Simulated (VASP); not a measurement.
# MgO (P6_3mc) in VASP: a series of runs

One crystal, MgO, is run at these levels: PBEsol; tasks: relaxation of cell and atoms, single point.

Program: VASP 6.6.1. These are calculated values, not measurements. Logs are shortened: lines on timing, memory, paths and dates and some standing lists are left out, and cuts for length are marked.

## (1) The crystal as given

Symmetry: P6_3mc, No. 186, hexagonal system. The conventional cell has a = 3.308 Å, b = 3.308 Å, c = 4.983 Å, α = 90.00°, β = 90.00°, γ = 120.00°. Mg (site symmetry 3m) is surrounded by 4 O at 1.97 to 1.99 Å. O (site symmetry 3m) has 4 Mg at 1.97 to 1.99 Å as nearest neighbours.

Measurements of this composition are mostly on another form, of space group No. 225.

## (2) Relaxation of cell and atoms, PBEsol

INCAR reads:

```
SYSTEM = MgO
PREC = Accurate
ENCUT = 600
EDIFF = 1E-7
ISMEAR = 0
SIGMA = 0.02
LREAL = .False.
LASPH = .True.
NELM = 60
ALGO = Normal
ISIF = 3
LWAVE = .False.
LCHARG = .False.
GGA = PS
IBRION = 2
NSW = 90
EDIFFG = -0.005
```

KPOINTS reads:

```
Automatic mesh
0
Gamma
  3 3 2
  0 0 0
```

POSCAR reads:

```
MgO
1.0
    3.3077869900      0.0000000000      0.0000000000
   -1.6538934900      2.8646275600      0.0000000000
    0.0000000000      0.0000000000      4.9828816700
Mg O
2 2
Direct
    0.3333333300      0.6666666700      0.0021597400
    0.6666666700      0.3333333300      0.5021597400
    0.3333333300      0.6666666700      0.4024402600
    0.6666666700      0.3333333300      0.9024402600
```

Potentials or basis: VASP PAW PBE potentials, release 64 (Mg, O).

On the command line:

```console
> cat potpaw_PBE.64/Mg/POTCAR potpaw_PBE.64/O/POTCAR > POTCAR
> mpirun -np 1 vasp_std > vasp.out
```

OUTCAR:

```text
SYSTEM = MgO
   PREC = Accurate
   ENCUT = 600
   EDIFF = 1E-7
   ISMEAR = 0
   LREAL = .False.
   LASPH = .True.
   NELM = 60
   ISIF = 3
   GGA = PS
   IBRION = 2
   NSW = 90
   EDIFFG = -0.005

 ion  position               nearest neighbor table
   1  0.333  0.667  0.002-   4 1.97   4 1.97   4 1.97   3 1.99   2 3.14   2 3.14   2 3.14   2 3.14
                             2 3.14   2 3.14
   2  0.667  0.333  0.502-   3 1.97   3 1.97   3 1.97   4 1.99   1 3.14   1 3.14   1 3.14   1 3.14
                             1 3.14   1 3.14
   3  0.333  0.667  0.402-   2 1.97   2 1.97   2 1.97   1 1.99
   4  0.667  0.333  0.902-   1 1.97   1 1.97   1 1.97   2 1.99

  LATTYP: Found a hexagonal cell.
 ALAT       =     3.3077869900
 C/A-ratio  =     1.5064094771

  Lattice vectors:

 A1 = (   3.3077869900,   0.0000000000,   0.0000000000)
 A2 = (  -1.6538934900,   2.8646275600,   0.0000000000)
 A3 = (   0.0000000000,   0.0000000000,   4.9828816700)

Analysis of symmetry for initial positions (statically):
=====================================================================
 Subroutine PRICEL returns:
 Original cell was already a primitive cell.

 Routine SETGRP: Setting up the symmetry group for a
 hexagonal supercell.

 Subroutine GETGRP returns: Found 12 space group operations
 (whereof  6 operations were pure point group operations)
 out of a pool of 24 trial point group operations.

The static configuration has the point symmetry C_3v.
 The point group associated with its full space group is C_6v.

Analysis of symmetry for dynamics (positions and initial velocities):
=====================================================================
 Subroutine PRICEL returns:
 Original cell was already a primitive cell.

 Routine SETGRP: Setting up the symmetry group for a
 hexagonal supercell.

 Subroutine GETGRP returns: Found 12 space group operations
 (whereof  6 operations were pure point group operations)
 out of a pool of 24 trial point group operations.

The dynamic configuration has the point symmetry C_3v.
 The point group associated with its full space group is C_6v.

 Subroutine INISYM returns: Found 12 space group operations
 (whereof  6 operations are pure point group operations),
 and found     1 'primitive' translations

----------------------------------------------------------------------------------------

                                     Primitive cell

  volume of cell :      47.2157

  direct lattice vectors                    reciprocal lattice vectors
     3.307786990  0.000000000  0.000000000     0.302316928  0.174542759  0.000000000
    -1.653893490  2.864627560  0.000000000     0.000000000  0.349085520  0.000000000
     0.000000000  0.000000000  4.982881670     0.000000000  0.000000000  0.200687086

  length of vectors
     3.307786990  3.307786984  4.982881670     0.349085519  0.349085520  0.200687086

  position of ions in fractional coordinates (direct lattice)
     0.333333330  0.666666670  0.002159740
     0.666666670  0.333333330  0.502159740
     0.333333330  0.666666670  0.402440260
     0.666666670  0.333333330  0.902440260

  ion indices of the primitive-cell ions
   primitive index   ion index
                 1           1
                 2           2
                 3           3
                 4           4

----------------------------------------------------------------------------------------

 KPOINTS: Automatic mesh

Automatic generation of k-mesh.
 Grid dimensions read from file:
 generate k-points for:    3    3    2

 Generating k-lattice:

  Cartesian coordinates                     Fractional coordinates (reciprocal lattice)
     0.100772309  0.058180920  0.000000000     0.333333333 -0.000000000  0.000000000
     0.000000000  0.116361840  0.000000000     0.000000000  0.333333333  0.000000000
     0.000000000  0.000000000  0.100343543     0.000000000  0.000000000  0.500000000

  Length of vectors
     0.116361840  0.116361840  0.100343543

  Shift w.r.t. Gamma in fractional coordinates (k-lattice)
     0.000000000  0.000000000  0.000000000

 Subroutine IBZKPT returns following result:
 ===========================================

 Found      6 irreducible k-points:

 Following reciprocal coordinates:
            Coordinates               Weight
  0.000000  0.000000  0.000000      1.000000
  0.333333  0.000000  0.000000      6.000000
  0.333333  0.333333  0.000000      2.000000
  0.000000  0.000000  0.500000      1.000000
  0.333333  0.000000  0.500000      6.000000
  0.333333  0.333333  0.500000      2.000000
   k-points           NKPTS =      6   k-points in BZ     NKDIM =      6   number of bands    NBANDS=     12
   number of dos      NEDOS =    301   number of ions     NIONS =      4
   total plane-waves  NPLWV =  31360
   dimension x,y,z NGX =    28 NGY =   28 NGZ =   40
   dimension x,y,z NGXF=    56 NGYF=   56 NGZF=   80
   ions per type =               2   2
   NGX,Y,Z   is equivalent  to a cutoff of  14.07, 14.07, 13.35 a.u.
   NGXF,Y,Z  is equivalent  to a cutoff of  28.15, 28.15, 26.69 a.u.
 SYSTEM =  MgO
   PREC   = accura    normal or accurate (medium, high low for compatibility)
   ISTART =      0    job   : 0-new  1-cont  2-samecut
   ICHARG =      2    charge: 1-file 2-atom 10-const
   ISPIN  =      1    spin polarized calculation?
   LNONCOLLINEAR =      F non collinear calculations
   LSORBIT =      F    spin-orbit coupling
   LASPH  =      T    aspherical Exc in radial PAW
   ENCUT  =  600.0 eV  44.10 Ry    6.64 a.u.   6.61  6.61  9.95*2*pi/ulx,y,z
   NELM   =     60;   NELMIN=  2; NELMDL= -5     # of ELM steps
   EDIFF  = 0.1E-06   stopping-criterion for ELM
   LREAL  =      F    real-space projection
   EDIFFG = -.5E-02   stopping-criterion for IOM
   NSW    =     90    number of steps for IOM
   IBRION =      2    ionic relax: 0-MD 1-quasi-New 2-CG
   NFREE  =      1    steps in history (QN), initial steepest desc. (CG)
   ISIF   =      3    stress and relaxation
   ISYM   =      2    0-nonsym 1-usesym 2-fastsym
   POTIM  = 0.5000    time-step for ionic-motion
   TEBEG  =    0.0;   TEEND  =   0.0 temperature during run
   PSTRESS=    0.0 pullay stress
   NELECT =      16.0000    total number of electrons
   NUPDOWN=      -1.0000    fix difference up-down
   EMIN   =  10.00;   EMAX   =-10.00  energy-range for DOS
   EFERMI =   0.00;   METHOD = LEGACY
   ISMEAR =     0;   SIGMA  =   0.02  broadening in eV -4-tet -1-fermi 0-gaus
   EFERMI_NEDOS =   21; number of points for ismear=-14 and -15
   IALGO  =     38    algorithm
   IMIX   =      4    mixing-type and parameters
     AMIX     =   0.40;   BMIX     =  1.00
     AMIX_MAG =   1.60;   BMIX_MAG =  1.00
  volume/ion in A,a.u.               =      11.80        79.66
  Fermi-wavevector in a.u.,A,eV,Ry     =   1.141351  2.156842 17.724080  1.302683
  Thomas-Fermi vector in A             =   2.278052
   LORBIT       =      0    0 simple, 1 ext, 2 COOP (PROOUT), +10 PAW based schemes
   GGA     = PS    functional components
   LHFCALC =     F    Hartree Fock is set to
   AEXX    =    0.0000 exact exchange contribution
   IVDW    =     0    specifies the selected vdW correction
   LEPSILON=     F    determine dielectric tensor
   LRPA    =     F    only Hartree local field effects (RPA)
 conjugate gradient relaxation of ions
 non-spin polarized calculation
 Gauss-broadening in eV      SIGMA  =   0.02
  energy-cutoff  :      600.00
  volume of cell :       47.22
 maximum number of plane-waves:      1580
 NGX is ok and might be reduce to    28
   NGX = 13   NGY = 13   NGZ = 19

--------------------------------------- Ionic step        1  -------------------------------------------

 number of electron      15.9999997 magnetization

 Free energy of the ion-electron system (eV)
  ---------------------------------------------------
  ext. energy  EPLUGINS =         0.00000000
  ---------------------------------------------------
  free energy    TOTEN  =       -24.51896065 eV

  energy without entropy =      -24.51896065  energy(sigma->0) =      -24.51896065

------------------------ aborting loop because EDIFF is reached ----------------------------------------

  FORCE on cell =-STRESS in cart. coord.  units (eV):
  Direction    XX          YY          ZZ          XY          YZ          ZX
  --------------------------------------------------------------------------------------
  -------------------------------------------------------------------------------------
  Total        0.0142005      0.0142005     -0.0968491      0.0000000      0.0000000      0.0000000
  in kB        0.4818691      0.4818691     -3.2863975      0.0000000      0.0000000      0.0000000
  external PRESSURE =      -0.7742198 kB  Pullay stress =       0.0000000 kB
[... 95 lines left out ...]
  FREE ENERGIE OF THE ION-ELECTRON SYSTEM (eV)
  ---------------------------------------------------
  free  energy   TOTEN  =       -24.5190430309 eV

  energy  without entropy=      -24.5190430309  energy(sigma->0) =      -24.51904303

 E-fermi :   1.3169     XC(G=0):  -9.9947

 val. band max:        1.1670037301   @ k =   0.0000   0.0000   0.0000
 cond. band min:       4.4302238867   @ k =   0.0000   0.0000   0.0000
 fundamental gap:      3.2632201566
 Fermi energy:         1.3168623436

 k-point     1 :       0.0000    0.0000    0.0000
  band No.  band energies     occupation
      1     -15.1326      2.00000
      2     -14.2512      2.00000
      3      -2.2416      2.00000
      4       0.2169      2.00000
      5       0.2169      2.00000
      6       0.6092      2.00000
      7       0.6092      2.00000
      8       1.1670      2.00000
      9       4.4302      0.00000
     10       9.5455      0.00000
     11      11.4788      0.00000
     12      14.8527      0.00000
[... 61 lines left out ...]
 k-point     6 :       0.3333    0.3333    0.5000
  band No.  band energies     occupation
      1     -14.2780      2.00000
      2     -14.2780      2.00000
      3      -1.6500      2.00000
      4      -1.6500      2.00000
      5      -1.0823      2.00000
      6      -1.0823      2.00000
      7       0.7430      2.00000
      8       0.7430      2.00000
      9       9.3822      0.00000
     10       9.3822      0.00000
     11      10.9292      0.00000
     12      10.9292      0.00000

[... ionic steps 4 to 38 ...]

--------------------------------------- Ionic step       39  -------------------------------------------

 number of electron      15.9999996 magnetization

------------------------ aborting loop because EDIFF is reached ----------------------------------------

  FORCE on cell =-STRESS in cart. coord.  units (eV):
  Direction    XX          YY          ZZ          XY          YZ          ZX
  --------------------------------------------------------------------------------------
  -------------------------------------------------------------------------------------
  Total        0.0241726      0.0241726     -0.0402989      0.0000000      0.0000000     -0.0000000
  in kB        0.8766179      0.8766179     -1.4614379      0.0000000      0.0000000     -0.0000000
  external PRESSURE =       0.0972659 kB  Pullay stress =       0.0000000 kB
[... 61 lines left out ...]
  energy  without entropy=      -24.7508497290  energy(sigma->0) =      -24.75084973

--------------------------------------- Ionic step       41  -------------------------------------------

 number of electron      15.9999996 magnetization

 Free energy of the ion-electron system (eV)
  ---------------------------------------------------
  ext. energy  EPLUGINS =         0.00000000
  ---------------------------------------------------
  free energy    TOTEN  =       -24.75085807 eV

  energy without entropy =      -24.75085807  energy(sigma->0) =      -24.75085807

 E-fermi :   1.9989     XC(G=0): -10.2880

 val. band max:        1.8606433993   @ k =   0.0000   0.0000   0.0000
 cond. band min:       5.1462693975   @ k =   0.0000   0.0000   0.0000
 fundamental gap:      3.2856259981
 Fermi energy:         1.9988841562

 k-point     1 :       0.0000    0.0000    0.0000
  band No.  band energies     occupation
      1     -14.9891      2.00000
      2     -13.5696      2.00000
      3      -1.8200      2.00000
      4       0.1132      2.00000
      5       0.1132      2.00000
      6       1.0533      2.00000
      7       1.0533      2.00000
      8       1.8606      2.00000
      9       5.1463      0.00000
     10      11.2045      0.00000
     11      13.9221      0.00000
     12      14.2363      0.00000
[... 104 lines left out ...]
  FREE ENERGIE OF THE ION-ELECTRON SYSTEM (eV)
  ---------------------------------------------------
  free  energy   TOTEN  =       -24.7508580701 eV

  energy  without entropy=      -24.7508580701  energy(sigma->0) =      -24.75085807

 reached required accuracy - stopping structural energy minimisation
```

Run time: 1.7 min. Hardware: 1 thread of Intel Xeon 6975P-C (Granite Rapids), shared host; peak memory 0.18 GiB.

What came out:

| Item | Value |
| --- | --- |
| Free energy | -24.7509 eV |
| Relaxed volume | 11.05 Å³/atom |
| Relaxed cell | a = 3.492 Å, b = 3.492 Å, c = 4.185 Å, α = 90.00°, β = 90.00°, γ = 120.00° |
| Space group after relaxing (to 0.05 Å) | P6_3/mmc (No. 194) |
| Energy gained by relaxing | 58.0 meV/atom |
| Ionic steps | 41 |
| Pressure after relaxing | 0.0 GPa |
| Band gap on the k mesh | 3.29 eV, direct |

Step by step:
```
step  energy change (eV)  largest force (eV/Å)  pressure (GPa)  volume (Å³)
   1              0.0000                0.0002           -0.08        47.22
   3             -0.0001                0.0194            0.04        47.16
   5             -0.0004                0.0143            0.00        47.14
   7             -0.0012                0.0034           -0.22        47.02
   9             -0.0246                0.1279           -1.47        46.46
  11              2.0241                7.1331           32.19        42.48
  13             -0.1044                0.0604            2.95        44.07
  15             -0.1585                0.5567            0.42        44.52
  17             -0.1585                0.5552            0.43        44.52
  19             -0.1585                0.5485            0.44        44.52
  21             -0.1585                0.5432            0.45        44.52
  23             -0.1586                0.5428            0.45        44.52
  25             -0.1589                0.5411            0.44        44.52
  27             -0.1603                0.5342            0.41        44.52
  29             -0.1658                0.5074            0.29        44.53
  31             -0.1849                0.4084           -0.15        44.57
  33             -0.2253                0.1179           -1.38        44.71
  35             -0.2285                0.0438           -1.67        44.76
  37             -0.2318                0.0196            0.05        44.17
  39             -0.2318                0.0168            0.01        44.18
  41             -0.2319                0.0017           -0.01        44.19
```

Final structure:
```yaml
crystal:
  lattice:
    - [3.49160, 0.00000, 0.00000]
    - [-1.74580, 3.02381, 0.00000]
    - [0.00000, 0.00000, 4.18544]
  atoms:
    - { symbol: Mg, position: [0.33333, 0.66667, 0.95234] }
    - { symbol: Mg, position: [0.66667, 0.33333, 0.45234] }
    - { symbol: O, position: [0.33333, 0.66667, 0.45226] }
    - { symbol: O, position: [0.66667, 0.33333, 0.95226] }
```

Caveat: the k mesh is coarse (spacing up to 0.73 Å⁻¹), so the values aren't converged; the PAW data sets were made with another functional, which shifts forces and pressure a little.

## (3) Single point, PBEsol

INCAR reads:

```
SYSTEM = MgO
PREC = Accurate
ENCUT = 520
EDIFF = 1E-7
ISMEAR = 0
SIGMA = 0.02
LREAL = .FALSE.
LASPH = .TRUE.
NELM = 60
ALGO = Normal
ISIF = 2
LWAVE = .FALSE.
LCHARG = .TRUE.
GGA = PS
LELF = .TRUE.
LVHAR = .TRUE.
```

KPOINTS reads:

```
Automatic mesh
0
G
  9 9 6
  0 0 0
```

POSCAR is that of step 2.

Potentials or basis: VASP PAW PBE potentials, release 64 (Mg, O).

On the command line:

```console
> cat potpaw_PBE.64/Mg/POTCAR potpaw_PBE.64/O/POTCAR > POTCAR
> mpirun -np 1 vasp_std > vasp.out
```

OUTCAR:

```text
SYSTEM = MgO
   PREC = Accurate
   ENCUT = 520
   EDIFF = 1E-7
   ISMEAR = 0
   LREAL = .FALSE.
   LASPH = .TRUE.
   NELM = 60
   ISIF = 2
   GGA = PS

 ion  position               nearest neighbor table
   1  0.333  0.667  0.002-   4 1.97   4 1.97   4 1.97   3 1.99   2 3.14   2 3.14   2 3.14   2 3.14
                             2 3.14   2 3.14
   2  0.667  0.333  0.502-   3 1.97   3 1.97   3 1.97   4 1.99   1 3.14   1 3.14   1 3.14   1 3.14
                             1 3.14   1 3.14
   3  0.333  0.667  0.402-   2 1.97   2 1.97   2 1.97   1 1.99
   4  0.667  0.333  0.902-   1 1.97   1 1.97   1 1.97   2 1.99

[... 566 lines left out ...]
  -------------------------------------------------------------------------------------
  Total        0.0171810      0.0171810      0.0322135      0.0000000      0.0000000     -0.0000000
  in kB        0.5830071      0.5830071      1.0931043      0.0000000      0.0000000     -0.0000000
  external PRESSURE =       0.7530395 kB  Pullay stress =       0.0000000 kB

 VOLUME and BASIS-vectors are now :
 -----------------------------------------------------------------------------
  energy-cutoff  :      520.00
  volume of cell :       47.22
      direct lattice vectors                 reciprocal lattice vectors
     3.307786990  0.000000000  0.000000000     0.302316928  0.174542759  0.000000000
    -1.653893490  2.864627560  0.000000000     0.000000000  0.349085520  0.000000000
     0.000000000  0.000000000  4.982881670     0.000000000  0.000000000  0.200687086

 POSITION                                       TOTAL-FORCE (eV/Angst)
 -----------------------------------------------------------------------------------
     -0.00000      1.90975      0.01076        -0.000000      0.000000      0.009547
      1.65389      0.95488      2.50220        -0.000000      0.000000      0.009547
     -0.00000      1.90975      2.00531         0.000000      0.000000     -0.009547
      1.65389      0.95488      4.49675        -0.000000     -0.000000     -0.009547
 -----------------------------------------------------------------------------------
    total drift:                               -0.000017      0.000010      0.000874

  FREE ENERGIE OF THE ION-ELECTRON SYSTEM (eV)
  ---------------------------------------------------
  free  energy   TOTEN  =       -24.5501603435 eV

  energy  without entropy=      -24.5501603435  energy(sigma->0) =      -24.55016034
```

OSZICAR:

```text
N       E                     dE             d eps       ncg     rms          rms(c)
DAV:   1     0.723824416222E+02    0.72382E+02   -0.77797E+03  1152   0.118E+03
DAV:   2    -0.235965578659E+02   -0.95979E+02   -0.88527E+02  1708   0.236E+02
DAV:   3    -0.283892249928E+02   -0.47927E+01   -0.47738E+01  1424   0.578E+01
DAV:   4    -0.284156964314E+02   -0.26471E-01   -0.26470E-01  1224   0.513E+00
DAV:   5    -0.284158752923E+02   -0.17886E-03   -0.17886E-03  1396   0.410E-01    0.109E+01
DAV:   6    -0.246532421607E+02    0.37626E+01   -0.15346E+01  1244   0.326E+01    0.384E+00
DAV:   7    -0.245786783414E+02    0.74564E-01   -0.20509E-01  1152   0.475E+00    0.213E+00
DAV:   8    -0.245514851190E+02    0.27193E-01   -0.83534E-02  1228   0.408E+00    0.401E-01
DAV:   9    -0.245499854473E+02    0.14997E-02   -0.14381E-02  1348   0.109E+00    0.139E-01
DAV:  10    -0.245501528214E+02   -0.16737E-03   -0.94000E-04  1152   0.326E-01    0.173E-02
DAV:  11    -0.245501611181E+02   -0.82967E-05   -0.32401E-05  1240   0.536E-02    0.101E-02
DAV:  12    -0.245501605969E+02    0.52116E-06   -0.22752E-06  1304   0.144E-02    0.468E-03
DAV:  13    -0.245501603196E+02    0.27730E-06   -0.24673E-06  1288   0.137E-02    0.106E-03
DAV:  14    -0.245501603435E+02   -0.23880E-07   -0.90101E-08   584   0.284E-03
   1 F= -.24550160E+02 E0= -.24550160E+02  d E =-.992910E-12
```

Wall time 16 s (1 thread of Intel Xeon 6975P-C (Granite Rapids), shared host); peak memory 0.19 GiB.

Results:

* Free energy: -24.5502 eV
* Pressure: 0.1 GPa
* Largest force: 0.010 eV/Å
* Band gap on the k mesh: 3.34 eV, direct

Forces in eV/Å, atoms in the order of the input:
```
Mg   0.000  0.000  0.010
Mg   0.000  0.000  0.010
O    0.000  0.000 -0.010
O    0.000  0.000 -0.010
```

Caveat: the PAW data sets were made with another functional, which shifts forces and pressure a little; an odd mesh through Γ misses points on the zone boundary, where band edges often lie.

(Part 1 of 2 ends here.)
